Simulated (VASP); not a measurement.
# HgTe (I4mm) in VASP: further runs, part 2 of 2

VASP 6.6.1. The steps go on from the part before.

## Step 3: Single point, PBEsol

INCAR

```
PREC = Accurate
ENCUT = 520
EDIFF = 1E-6
ISMEAR = 0
SIGMA = 0.15
LREAL = False
LASPH = True
NELM = 100
ALGO = Fast
ISIF = 2
LWAVE = False
LCHARG = False
GGA = PS
NBANDS = 16
```

KPOINTS

```
Automatic mesh
0
Gamma
  14 14 14
```

POSCAR

```
HgTe
1.0
    0.0000000000      3.0771170000      3.0771170000
    3.0771170000      0.0000000000      3.0771170000
    3.0771170000      3.0771170000      0.0000000000
Hg Te
1 1
Direct
    0.0000000000      0.0000000000      0.0000000000
    0.5162489759      0.5162489759      0.4837510241
```

Potentials or basis: VASP PAW PBE potentials, release 64 (Hg, Te).

Launch:

```
$ cat potpaw_PBE.64/Hg/POTCAR potpaw_PBE.64/Te/POTCAR > POTCAR
$ mpirun -np 1 vasp_std > vasp.out
```

OUTCAR:

```text
PREC = Accurate
   ENCUT = 520
   EDIFF = 1E-6
   ISMEAR = 0
   LREAL = False
   LASPH = True
   NELM = 100
   ISIF = 2
   GGA = PS

 ion  position               nearest neighbor table
   1  0.000  0.000  0.000-   2 2.98   2 3.08   2 3.08   2 3.08   2 3.08   2 3.18
   2  0.516  0.516  0.484-   1 2.98   1 3.08   1 3.08   1 3.08   1 3.08   1 3.18

  LATTYP: Found a face centered cubic cell.
 ALAT       =     6.1542340000

  Lattice vectors:

 A1 = (   0.0000000000,   3.0771170000,   3.0771170000)
 A2 = (   3.0771170000,   0.0000000000,   3.0771170000)
 A3 = (   3.0771170000,   3.0771170000,   0.0000000000)

Analysis of symmetry for initial positions (statically):
=====================================================================
 Subroutine PRICEL returns:
 Original cell was already a primitive cell.

 Routine SETGRP: Setting up the symmetry group for a
 face centered cubic supercell.

 Subroutine GETGRP returns: Found  8 space group operations
 (whereof  8 operations were pure point group operations)
 out of a pool of 48 trial point group operations.

The static configuration has the point symmetry C_4v.

Analysis of symmetry for dynamics (positions and initial velocities):
=====================================================================
 Subroutine PRICEL returns:
 Original cell was already a primitive cell.

 Routine SETGRP: Setting up the symmetry group for a
 face centered cubic supercell.

 Subroutine GETGRP returns: Found  8 space group operations
 (whereof  8 operations were pure point group operations)
 out of a pool of 48 trial point group operations.

The dynamic configuration has the point symmetry C_4v.

 Subroutine INISYM returns: Found  8 space group operations
 (whereof  8 operations are pure point group operations),
 and found     1 'primitive' translations

----------------------------------------------------------------------------------------

                                     Primitive cell

  volume of cell :      58.2723

  direct lattice vectors                    reciprocal lattice vectors
     0.000000000  3.077117000  3.077117000    -0.162489759  0.162489759  0.162489759
     3.077117000  0.000000000  3.077117000     0.162489759 -0.162489759  0.162489759
     3.077117000  3.077117000  0.000000000     0.162489759  0.162489759 -0.162489759

  length of vectors
     4.351700594  4.351700594  4.351700594     0.281440518  0.281440518  0.281440518

  position of ions in fractional coordinates (direct lattice)
     0.000000000  0.000000000  0.000000000
     0.516248976  0.516248976  0.483751024

  ion indices of the primitive-cell ions
   primitive index   ion index
                 1           1
                 2           2

----------------------------------------------------------------------------------------

 KPOINTS: Automatic mesh

Automatic generation of k-mesh.
 Grid dimensions read from file:
 generate k-points for:   14   14   14

 Generating k-lattice:

  Cartesian coordinates                     Fractional coordinates (reciprocal lattice)
    -0.011606411  0.011606411  0.011606411     0.071428571  0.000000000  0.000000000
     0.011606411 -0.011606411  0.011606411     0.000000000  0.071428571  0.000000000
     0.011606411  0.011606411 -0.011606411     0.000000000  0.000000000  0.071428571

  Length of vectors
     0.020102894  0.020102894  0.020102894

  Shift w.r.t. Gamma in fractional coordinates (k-lattice)
     0.000000000  0.000000000  0.000000000

 Subroutine IBZKPT returns following result:
 ===========================================

 Found    244 irreducible k-points:

 Following reciprocal coordinates:
            Coordinates               Weight
  0.000000  0.000000  0.000000      1.000000
  0.071429  0.000000  0.000000      8.000000
  0.142857  0.000000  0.000000      8.000000
  0.214286  0.000000  0.000000      8.000000
  0.285714  0.000000  0.000000      8.000000
  0.357143  0.000000  0.000000      8.000000
[... 16 lines left out ...]
 -0.428571  0.071429  0.000000      8.000000
  0.000000 -0.428571  0.071429     16.000000
 [... further k-points ...]
   k-points           NKPTS =    244   k-points in BZ     NKDIM =    244   number of bands    NBANDS=     16
   number of dos      NEDOS =    301   number of ions     NIONS =      2
   total plane-waves  NPLWV =  32768
   dimension x,y,z NGX =    32 NGY =   32 NGZ =   32
   dimension x,y,z NGXF=    64 NGYF=   64 NGZF=   64
   ions per type =               1   1
   NGX,Y,Z   is equivalent  to a cutoff of  12.22, 12.22, 12.22 a.u.
   NGXF,Y,Z  is equivalent  to a cutoff of  24.45, 24.45, 24.45 a.u.
 SYSTEM =  unknown system
   PREC   = accura    normal or accurate (medium, high low for compatibility)
   ISTART =      0    job   : 0-new  1-cont  2-samecut
   ICHARG =      2    charge: 1-file 2-atom 10-const
   ISPIN  =      1    spin polarized calculation?
   LNONCOLLINEAR =      F non collinear calculations
   LSORBIT =      F    spin-orbit coupling
   LASPH  =      T    aspherical Exc in radial PAW
   ENCUT  =  520.0 eV  38.22 Ry    6.18 a.u.   8.09  8.09  8.09*2*pi/ulx,y,z
   NELM   =    100;   NELMIN=  2; NELMDL= -5     # of ELM steps
   EDIFF  = 0.1E-05   stopping-criterion for ELM
   LREAL  =      F    real-space projection
   EDIFFG = 0.1E-04   stopping-criterion for IOM
   NSW    =      0    number of steps for IOM
   IBRION =     -1    ionic relax: 0-MD 1-quasi-New 2-CG
   NFREE  =      0    steps in history (QN), initial steepest desc. (CG)
   ISIF   =      2    stress and relaxation
   ISYM   =      2    0-nonsym 1-usesym 2-fastsym
   POTIM  = 0.5000    time-step for ionic-motion
   TEBEG  =    0.0;   TEEND  =   0.0 temperature during run
   PSTRESS=    0.0 pullay stress
   NELECT =      18.0000    total number of electrons
   NUPDOWN=      -1.0000    fix difference up-down
   EMIN   =  10.00;   EMAX   =-10.00  energy-range for DOS
   EFERMI =   0.00;   METHOD = LEGACY
   ISMEAR =     0;   SIGMA  =   0.15  broadening in eV -4-tet -1-fermi 0-gaus
   EFERMI_NEDOS =   21; number of points for ismear=-14 and -15
   IALGO  =     68    algorithm
   IMIX   =      4    mixing-type and parameters
     AMIX     =   0.40;   BMIX     =  1.00
     AMIX_MAG =   1.60;   BMIX_MAG =  1.00
  volume/ion in A,a.u.               =      29.14       196.62
  Fermi-wavevector in a.u.,A,eV,Ry     =   1.106653  2.091272 16.662809  1.224682
  Thomas-Fermi vector in A             =   2.243157
   LORBIT       =      0    0 simple, 1 ext, 2 COOP (PROOUT), +10 PAW based schemes
   GGA     = PS    functional components
   LHFCALC =     F    Hartree Fock is set to
   AEXX    =    0.0000 exact exchange contribution
   IVDW    =     0    specifies the selected vdW correction
   LEPSILON=     F    determine dielectric tensor
   LRPA    =     F    only Hartree local field effects (RPA)
 non-spin polarized calculation
 RMM-DIIS sequential band-by-band and
 Gauss-broadening in eV      SIGMA  =   0.15
  energy-cutoff  :      520.00
  volume of cell :       58.27
 maximum number of plane-waves:      1588
   NGX = 17   NGY = 17   NGZ = 17

 number of electron      17.9999999 magnetization

 Free energy of the ion-electron system (eV)
  ---------------------------------------------------
  ext. energy  EPLUGINS =         0.00000000
  ---------------------------------------------------
  free energy    TOTEN  =        -4.16138602 eV

  energy without entropy =       -4.14709678  energy(sigma->0) =       -4.15424140

 E-fermi :   3.9265     XC(G=0):  -9.9167

 val. band max:        3.9215590085   @ k =   0.0000   0.5000   0.2857
 cond. band min:       3.9280351888   @ k =   0.5000   0.2857   0.0000
 fundamental gap:      0.0064761803
 Fermi energy:         3.9265431799

 k-point     1 :       0.0000    0.0000    0.0000
  band No.  band energies     occupation
      1      -7.9417      2.00000
      2      -2.6559      2.00000
      3      -2.6346      2.00000
      4      -2.5853      2.00000
      5      -2.5853      2.00000
      6      -2.5760      2.00000
[... 8 lines left out ...]
     15      11.8277      0.00000
     16      11.8277      0.00000
[... 419 lines left out ...]
 k-point    24 :       0.0000   -0.4286    0.0714
  band No.  band energies     occupation
      1      -6.8311      2.00000
      2      -2.9973      2.00000
      3      -2.9536      2.00000
      4      -2.8801      2.00000
      5      -2.4287      2.00000
      6      -2.4220      2.00000
[... 8 lines left out ...]
     15      14.2439      0.00000
     16      15.1833      0.00000

 [... further k-points ...]

------------------------ aborting loop because EDIFF is reached ----------------------------------------

  FORCE on cell =-STRESS in cart. coord.  units (eV):
  Direction    XX          YY          ZZ          XY          YZ          ZX
  --------------------------------------------------------------------------------------
  -------------------------------------------------------------------------------------
  Total       -1.2499005     -1.2499005     -1.0691631      0.0000000      0.0000000      0.0000000
  in kB      -34.3656042    -34.3656042    -29.3962910      0.0000000      0.0000000      0.0000000
  external PRESSURE =     -32.7091664 kB  Pullay stress =       0.0000000 kB

 VOLUME and BASIS-vectors are now :
 -----------------------------------------------------------------------------
  energy-cutoff  :      520.00
  volume of cell :       58.27
      direct lattice vectors                 reciprocal lattice vectors
     0.000000000  3.077117000  3.077117000    -0.162489759  0.162489759  0.162489759
     3.077117000  0.000000000  3.077117000     0.162489759 -0.162489759  0.162489759
     3.077117000  3.077117000  0.000000000     0.162489759  0.162489759 -0.162489759

 POSITION                                       TOTAL-FORCE (eV/Angst)
 -----------------------------------------------------------------------------------
      0.00000      0.00000      0.00000         0.000000      0.000000      0.143183
      3.07712      3.07712      3.17712         0.000000      0.000000     -0.143183
 -----------------------------------------------------------------------------------
    total drift:                                0.000000      0.000000      0.000226

  FREE ENERGIE OF THE ION-ELECTRON SYSTEM (eV)
  ---------------------------------------------------
  free  energy   TOTEN  =        -4.1613860189 eV

  energy  without entropy=       -4.1470967824  energy(sigma->0) =       -4.15424140
```

Wall time 53 s (1 thread of Intel Xeon 6975P-C (Granite Rapids), shared host); peak memory 0.36 GiB.

Results:

| Property | Result |
| --- | --- |
| Free energy | -4.1614 eV |
| Pressure | -3.3 GPa |
| Largest force | 0.143 eV/Å |
| Band gap on the k mesh | none (metal or under the smearing width) |

Forces on the atoms (eV/Å):
```
Hg   0.000  0.000  0.143
Te   0.000  0.000 -0.143
```

Stress tensor (GPa, compression positive):
```
-3.44  0.00  0.00
 0.00 -3.44  0.00
 0.00  0.00 -2.94
```

Levels at points of the mesh, in eV from the Fermi level:
| k point | band 6 | band 7 | band 8 | band 9 | band 10 | band 11 | band 12 | band 13 |
| --- | --- | --- | --- | --- | --- | --- | --- | --- |
| (0.00, 0.00, 0.00) | -6.50 | -1.12 | -0.63 | -0.63 | -0.62 | 7.36 | 7.36 | 7.56 |
| (0.50, 0.00, 0.00) | -6.35 | -5.39 | 0.24 | 0.26 | 2.58 | 3.55 | 3.97 | 4.00 |
| (0.50, 0.50, 0.00) | -5.76 | -4.18 | -2.66 | -2.16 | -2.16 | 4.81 | 8.98 | 8.98 |
| (0.00, 0.50, 0.50) | -5.75 | -4.10 | -2.78 | -2.14 | -2.10 | 4.78 | 9.00 | 9.01 |

Caveat: the PAW data sets were made with another functional, which shifts forces and pressure a little. Spin-orbit coupling is left out, which matters for the levels of Hg, Te.

## Step 4: Single point, PBEsol

INCAR

```
PREC     = Accurate       # precision mode
ENCUT    = 520            # plane-wave cutoff, eV
EDIFF    = 1E-6           # SCF threshold, eV
ISMEAR   = 0              # smearing method
SIGMA    = 0.15           # smearing width, eV
LREAL    = False          # projectors in reciprocal space
LASPH    = True           # aspherical terms in the spheres
NELM     = 100            # most SCF steps
ALGO     = Fast           # electronic algorithm
ISIF     = 2              # what is computed and relaxed
LWAVE    = False          # write WAVECAR
LCHARG   = False          # write CHGCAR
GGA      = PS             # functional
NBANDS   = 16             # bands
```

KPOINTS

```
regular mesh
0
Gamma
  14 14 14
```

POSCAR: that of step 3 with these lines changed.

```diff
@@ -9,2 +9,2 @@
     0.0000000000      0.0000000000      0.0000000000
-    0.5162489759      0.5162489759      0.4837510241
+    0.4878132681      0.4878132681      0.5121867319
```

Launch:

```
$ cat potpaw_PBE.64/Hg/POTCAR potpaw_PBE.64/Te/POTCAR > POTCAR
$ mpirun -np 1 vasp_std > vasp.out
```

Wall time 52 s (1 thread of Intel Xeon 6975P-C (Granite Rapids), shared host); peak memory 0.36 GiB.

The run converged. Its results:

| Property | Result |
| --- | --- |
| Free energy | -4.1645 eV |
| Pressure | -3.3 GPa |
| Largest force | 0.105 eV/Å |
| Band gap on the k mesh | none (metal or under the smearing width) |

Forces on the atoms (eV/Å):
```
Hg   0.000  0.000 -0.105
Te   0.000  0.000  0.105
```

Stress tensor (GPa, compression positive):
```
-3.43  0.00  0.00
 0.00 -3.43  0.00
 0.00  0.00 -3.15
```

Levels at points of the mesh, in eV from the Fermi level:
```tsv
k point	band 7	band 8	band 9	band 10	band 11	band 12
(0.00, 0.00, 0.00)	-1.12	-0.64	-0.64	-0.63	7.43	7.43
(0.50, 0.00, 0.00)	-5.39	0.25	0.26	2.58	3.54	3.97
(0.50, 0.50, 0.00)	-4.15	-2.69	-2.16	-2.16	4.81	8.98
(0.00, 0.50, 0.50)	-4.11	-2.76	-2.15	-2.13	4.79	8.99
```

Caveat: the PAW data sets were made with another functional, which shifts forces and pressure a little. The run has no spin-orbit coupling, so splittings on Hg, Te are missing.

## Step 5: The runs side by side

| cell | gap on the mesh (eV) | pressure (GPa) | largest force (eV/Å) |
| --- | --- | --- | --- |
| all Te atoms moved -0.050 Å, as atom 2 towards its neighbour atom 1 (Hg) at 3.077 Å | none | -3.4 | 0.07 |
| all Te atoms moved -0.100 Å, as atom 2 towards its neighbour atom 1 (Hg) at 3.077 Å | none | -3.3 | 0.14 |
| all Te atoms moved +0.075 Å, as atom 2 towards its neighbour atom 1 (Hg) at 3.077 Å | none | -3.3 | 0.10 |

Alike in all rows: task single point; level PBEsol; potentials or basis VASP PAW PBE potentials, release 64 (Hg, Te); no spin polarisation; k mesh 14 × 14 × 14; cutoff (eV) 520; smearing gaussian 0.15 eV.

Caveats: the PAW data sets were made with another functional, which shifts forces and pressure a little.

Absolute energies hang on the potentials; compare differences alone.
